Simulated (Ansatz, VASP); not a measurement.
**AgCl in VASP and in Ansatz**

File POSCAR:

```
AgCl
1.0
    3.4339730000      0.0000000000      0.0000000000
    0.0000000000      3.4339730000      0.0000000000
    0.0000000000      0.0000000000      3.4339730000
Ag Cl
1 1
Direct
    0.0000000000      0.0000000000      0.0000000000
    0.5000000000      0.4417584238      0.4417584238
```

File INCAR.step1:

```
PREC = Accurate
ENCUT = 520
ISMEAR = 0
SIGMA = 0.05
LREAL = False
LASPH = True
NELM = 100
NBANDS = 16
GGA = PE
ALGO = Normal
EDIFF = 1E-4
LWAVE = True
LCHARG = False
```

File INCAR.step2:

```
PREC = Accurate
ENCUT = 520
EDIFF = 1E-6
ISMEAR = 0
SIGMA = 0.05
LREAL = False
LASPH = True
NELM = 100
ALGO = Normal
ISIF = 2
LWAVE = False
LCHARG = True
METAGGA = R2SCAN
LMIXTAU = True
LELF = True
LVHAR = True
NBANDS = 16
ISTART = 1
```

Contents of KPOINTS:

```
Automatic mesh
0
Gamma
  8 8 8
```

Input for Ansatz:

```yaml
crystal:
  lattice:
    - [3.433973, 0.0, 0.0]
    - [0.0, 3.433973, 0.0]
    - [0.0, 0.0, 3.433973]
  atoms:
    - { symbol: Ag, position: [0.0, 0.0, 0.0] }
    - { symbol: Cl, position: [0.5, 0.4417584238, 0.4417584238] }
basis:
  ecutwfc: 500
kpoints:
  mp_grid: { grid: [8, 8, 8] }
hamiltonian:
  xc: r2scan
scf:
  occupations: { method: gaussian, width: 0.05 }
output:
  forces: true
  stress: true
  eigenvalues: true
```

Alike in both runs: task single point; functional r2SCAN; k mesh 8 × 8 × 8; occupations gaussian, width 0.05 eV; no spin polarisation.

```csv
,VASP,Ansatz
version,VASP 6.6.1,Ansatz 0.2.0
potentials or method,"VASP PAW PBE potentials, release 64 (Ag, Cl)","scalar-relativistic, plane waves, PAW"
plane-wave cutoff (eV),520,500
valence electrons in the cell,18,26
```

|  | VASP | Ansatz | Ansatz less VASP |
| --- | --- | --- | --- |
| gap on the k mesh at the Fermi level (eV) | 1.17 | 1.21 | +0.042 |
| least direct gap on the mesh (eV) | 2.45 | 2.49 | +0.039 |
| pressure (GPa) | -0.7 | -0.6 | +0.09 |
| largest component of the traceless stress (GPa) | 0.67 | 0.68 | +0.008 |
| rms of the force components (eV/Å) | 0.080 | 0.081 | +0.0006 |

Atom by atom the forces differ by 0.001 eV/Å (rms over components). With one functional, cell and mesh, what is left measures potentials, basis and numerics. The two sets of potentials don't hold the same shells in valence.

Caveats: the PAW data sets were made with another functional, which shifts forces and pressure a little (VASP). A k mesh can miss the band edges.
